A simplified model of the carriers in this four-coordinate form of MgS may use one band at each edge of the gap, or it may have to carry several. The choice decides how many masses and couplings must be determined, and whether strain in a film could be expected to pull coinciding levels apart. The calculated band structure contains both situations: in some rows the levels next to the gap are single, in others they coincide in pairs. The cause of the pairs tells us where a single band cannot be enough.

Kohn–Sham bands of MgS (P4₁2₁2, 8 atoms per cell), calculated with Ansatz 0.2.0 using PBE, scalar-relativistic PAW, no spin polarization, a 420 eV plane-wave cutoff and a 4×4×6 k mesh. Distance accumulates along the path Γ–X–M–Γ–Z–R–A–Z, X–R, M–A, of which selected points are shown. The Fermi level lies midway between the band edges on the mesh.

| row | band distance (1/Å) | level b3 from the Fermi level (eV) | level b2 from the Fermi level (eV) | level b1 from the Fermi level (eV) | level a1 from the Fermi level (eV) | level a2 from the Fermi level (eV) |
| --- | --- | --- | --- | --- | --- | --- |
| 1 | 0.000 | -1.598 | -1.563 | -1.423 | 1.423 | 3.479 |
| 2 | 0.193 | -1.644 | -1.561 | -1.454 | 1.882 | 3.214 |
| 3 | 0.387 | -1.744 | -1.550 | -1.526 | 2.675 | 3.040 |
| 4 | 0.580 | -1.740 | -1.531 | -1.531 | 2.780 | 2.780 |
| 5 | 0.773 | -1.664 | -1.524 | -1.524 | 2.777 | 2.777 |
| 6 | 0.993 | -1.647 | -1.536 | -1.517 | 2.735 | 2.933 |
| 7 | 1.266 | -1.651 | -1.557 | -1.417 | 2.193 | 2.852 |
| 8 | 1.539 | -1.598 | -1.563 | -1.423 | 1.423 | 3.479 |
| 9 | 1.904 | -1.748 | -1.713 | -1.651 | 2.711 | 3.523 |
| 10 | 2.268 | -2.133 | -2.094 | -1.931 | 2.259 | 2.348 |
| 11 | 2.519 | -2.383 | -1.968 | -1.968 | 2.280 | 2.280 |
| 12 | 2.712 | -2.346 | -1.840 | -1.840 | 2.663 | 2.663 |
| 13 | 2.905 | -2.283 | -1.851 | -1.851 | 2.667 | 2.667 |
| 14 | 3.099 | -2.268 | -2.010 | -2.010 | 2.610 | 2.610 |
| 15 | 3.292 | -2.204 | -2.204 | -2.204 | 2.896 | 2.896 |
| 16 | 3.565 | -2.368 | -1.914 | -1.914 | 2.547 | 2.547 |
| 17 | 3.838 | -2.358 | -2.010 | -2.010 | 2.231 | 2.231 |
| 18 | 4.112 | -1.985 | -1.788 | -1.788 | 3.171 | 3.171 |
| 19 | 4.476 | -2.375 | -1.891 | -1.891 | 3.041 | 3.041 |
| 20 | 4.780 | -1.642 | -1.534 | -1.534 | 2.881 | 2.881 |
| 21 | 5.145 | -2.308 | -1.938 | -1.938 | 3.509 | 3.509 |
| 22 | 5.509 | -2.243 | -2.142 | -2.142 | 2.993 | 2.993 |

## Where the levels pair

The levels b1, b2 and b3 are the highest, second and third occupied ones at each wave vector, and a1 and a2 are the lowest two empty ones. In rows 4–5 and 11–22, b1 equals b2 and a1 equals a2 to the last printed digit. In rows 1–3 and 6–10 both pairs are open.

The cell edges show what separates the two groups. The path leaves the zone centre Γ along the edge $a$ and reaches the zone face after $\pi/a = \pi/6.968 = 0.451$ Å⁻¹. Rows 2 and 3 lie before that point, while rows 4 and 5 lie on the face. The same reckoning puts rows 6–10 inside the zone, with row 8 back at Γ, and rows 11–22 on faces. The pairs therefore belong to the boundary of the zone, whichever direction the path takes along it.

## Two explanations that fail

The tempting explanation starts from the shape of the crystal. The cell is tetragonal, so a fourfold axis makes the two directions in the square plane equivalent. The top of the valence band in MgS is known to consist of sulfur 3p states, and a p orbital along one of these directions should then have a twin along the other. Many molecules and crystals do have degenerate levels for this reason.

If this were the cause here, the pairs should gather at wave vectors that the fourfold axis leaves in place. Rows 1, 8, 9 and 10 are such points inside the zone, and in all four the valence pair is open by at least 0.062 eV. Ten rows on the faces lie away from the fourfold axis, yet both their pairs are closed. At Γ the axis permits twin levels, but it does not make every level one of twins. It cannot account for the pattern.

A second explanation appeals to weak coupling. Sulfide ions that hardly feel one another would have almost equal levels, and the remaining differences might vanish in the printed digits. But weakly coupled ions would also give levels that hardly move with the wave vector. The conduction pair moves over 1.278 eV across the face rows without opening, and the valence pair over 0.68 eV. States that respond so strongly to the phase between neighbouring cells are well coupled, so something stricter than isolation must hold them together.

## Half a turn and half a step

The crystal has screw axes along all three cell edges. Each turns the structure by half a revolution and slides it by half a cell edge, after which every atom falls on an equivalent one. Along each edge the crystal thus repeats, apart from a turn, twice as often as its cell does.

A chain of identical sites, two in each cell length, shows what this does to the electrons. At Γ a wave can have the same sign on all sites, or it can change sign at every step. In the first pattern neighbours are always in phase, in the second always out of phase, and the two energies differ. At the zone face the wave must change sign from one cell to the next, which gives the pattern ++−−. Every site then has one neighbour in phase and one out of phase, so the two effects cancel. Sliding the pattern by one site gives a different wave with exactly the same energy.

The argument holds for the real crystal and for the whole face, not only for a chain. Let $\Theta$ be the screw operation followed by time reversal, which for these spinless waves means taking the complex conjugate. It leaves a wave vector on the corresponding face where it was. Applied twice, it shifts the wave by one full cell edge, which on the face multiplies it by −1. If a level had only one state $\psi$, then $\Theta\psi$ could only be a multiple $c\psi$, and

$$\Theta^2\psi = |c|^2\psi .$$

A positive number cannot equal −1, so a second state of the same energy must exist. This holds for occupied and empty levels alike, whatever orbitals they are made of.

The rule picks out exactly the rows in which the table shows pairs. The agreement identifies the responsible symmetry, but it is no evidence that a real sample would keep that symmetry. The structure was relaxed with its starting symmetry imposed, and ambient MgS has the denser, six-coordinate rocksalt structure. A distortion that removed the screw axes could open the pairs.

Row 15, at the zone corner A, goes one step further: b1, b2 and b3 all lie at −2.204 eV. All three screw axes act at this point. Two of them carried out in opposite order give results of opposite sign, and together with time reversal this demands levels that are fourfold when spin is left aside. The three equal levels fit that demand, since strict pairing requires a fourth beside them.

For a strained film the distinction has a practical side. Stretching the crystal along one edge of the square removes the fourfold axis but can leave the three twofold screw axes intact. By the tempting explanation such strain should split the pairs, whereas by the screw-axis argument they stay closed. For a related crystal, the useful question is thus whether its axes include a slide by half a cell edge. A simple half turn does not produce the factor of −1.

## How far the pairs open inside the zone

Symmetry fixes where a splitting must vanish, but its size elsewhere depends on how the orbitals overlap. The chain gives a first estimate. Its sites are spaced by $a/2$, so the phase advances by $ka/2$ at each step, where $k$ is the distance from Γ along the edge. With a coupling $t$ between neighbours and a site energy $e$, the two levels and their splitting $\Delta$ are

$$E_\pm = e \pm 2t\cos(ka/2), \qquad \Delta(k)=\Delta(0)\cos(ka/2).$$

The conduction splitting at Γ, $3.479-1.423=2.056$ eV, sets the scale. In row 2 the phase is $0.193\times6.968/2=0.672$ radians and its cosine is 0.782. The estimate is therefore $2.056\times0.782=1.61$ eV. The full calculation gives 1.332 eV in this row, which was not used to set the scale, so the chain is about a fifth too high. It reproduces the closing towards the face, but not the exact course.

For the valence pair the same recipe gives 0.11 eV in row 2, close to the calculated 0.107 eV. This does not make the uppermost valence levels a simple chain. The 3p orbitals of four sulfur atoms supply twelve valence bands, and b1 and b2 are merely the top two of them. Their small separation need not measure the coupling between two neighbouring atoms.

Along the short cell edge, from Γ towards the face in rows 9 and 10, the chain fails. It gives 1.607 eV for the conduction splitting in row 9, about twice the calculated 0.812 eV. For the valence pair even the direction is wrong: the splitting in row 10, close to the face, is 0.163 eV and thus larger than at Γ. The fourfold screw links four equivalent layers within this edge, so two levels are too few to describe the motion. The lowest conduction level also rises and then falls again on this line, possibly because other branches have come down below the first, though the table does not follow single branches.

## A simpler band edge for electrons than for holes

The conduction minimum lies at Γ, where a1 is free to separate from a2. There it sits 1.028 eV below the mean of the two levels, a lowering that must vanish wherever the pair is closed. In the picture of the chain, an electron at Γ can be in phase with both neighbouring sites, while at the face the gain from one neighbour is cancelled by the loss from the other. In the real crystal couplings in other directions remain, so the pairs still move in energy over the faces. The lowest conduction level found in any face row is still 0.808 eV above the one at Γ. That is about thirty times the thermal energy at room temperature, so a single band is a sound start for electrons near the minimum.

For holes, one band with one mass at Γ is not enough, although b1 is single there. The second and third levels lie only 0.140 and 0.175 eV below it there, and b1 itself stays within 0.114 eV throughout rows 1–8. Its highest value in the table is not even at Γ but in row 7, 0.006 eV above the level at Γ. A hole can therefore move far from Γ in the square plane at little cost, and a model with one mass at Γ would miss this. The regions where the two upper levels finally meet begin about 0.11 eV below the highest value in the table, some four times the thermal energy at room temperature. The second band there matters mainly for hot holes or heavy doping.

Two limits bear on how such a model is used. Spin–orbit coupling was left out; in sulfides it typically shifts valence levels by somewhat less than 0.1 eV, as a rough figure, which is comparable with the spacings at the valence top. It should be added before hole masses are extracted, and it could also split some of the coinciding levels. The functional, PBE, substantially underestimates gaps of this kind, so the least gap, 2.832 eV on the full path from which the table rows were taken, should not serve as an absorption edge. The pairing without spin–orbit coupling is safer, because it follows from the symmetry of the structure and not from the size of the gap.
